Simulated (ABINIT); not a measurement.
Runs of ABINIT 10.8.3 (patched build) on MoP. It takes space group P-6m2 (No. 187, hexagonal). Conventional cell: a = 3.223 Å, b = 3.223 Å, c = 3.191 Å, α = 90.00°, β = 90.00°, γ = 120.00°. Around Mo (site symmetry -6m2) lie 6 P at 2.45 Å. P (site symmetry -6m2) has 6 Mo at 2.45 Å as nearest neighbours. 

```csv
potentials or basis,cutoff (eV),fine-grid cutoff,gap on the mesh (eV),pressure (GPa)
PseudoDojo NC SR PBE v0.4 stringent,1088,-,none,2.7
JTH PAW PBE v2.0,544,1088.46 eV,none,2.8
SPMS NC PBE v1.0,599,-,none,2.7
SG15 NC PBE v1.2,816,-,none,2.3
PseudoDojo NC SR PBE v0.5 standard,1088,-,none,2.7
PseudoDojo NC SR PBE v0.4.1 standard,1088,-,none,2.7
Ansatz NC PBE,1088,-,none,(a)
PseudoDojo NC SR PBE v0.5 stringent,1088,-,none,2.7
```

Alike in all rows: task band structure; level PBE; no spin polarisation; cell as given; k mesh 10 × 10 × 8; smearing fermi-dirac 0.05 eV.

Task: Fill in the values left out.

Result: (a) 2.6.

A k mesh can miss the band edges, and the runs leave out spin-orbit coupling on Mo.

A gap of «none» marks a metal or a gap under the smearing width.
